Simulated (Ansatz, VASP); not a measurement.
# Two plane-wave programs on InH

```
In H
1.0
     3.09400    0.00000    0.00000
     0.00000    3.09400    0.00000
     0.00000    0.00000    3.09400
In H
1 1
Direct
  0.00000 0.00000 0.00000
  0.50000 0.50000 0.50000
```

Alike in both runs: task single point; functional PBEsol; k mesh 14 × 14 × 14; occupations fermi-dirac, width 0.15 eV; no spin polarisation.

|  | VASP | Ansatz |
| --- | --- | --- |
| version | VASP 6.6.1 | Ansatz 0.2.0 |
| potentials or method | VASP PAW PBE potentials, release 64 (In_d, H) | scalar-relativistic, plane waves, PAW |
| plane-wave cutoff (eV) | 520 | 420 |
| valence electrons in the cell | 14 | 14 |

```csv
,VASP,Ansatz,Ansatz less VASP
gap on the k mesh at the Fermi level (eV),none,none,-
pressure (GPa),-0.1,0.0,+0.07
```

A gap of «none» marks a metal or a gap that the smearing closes.

Caveats: the PAW data sets were made with another functional, which shifts forces and pressure a little (VASP).
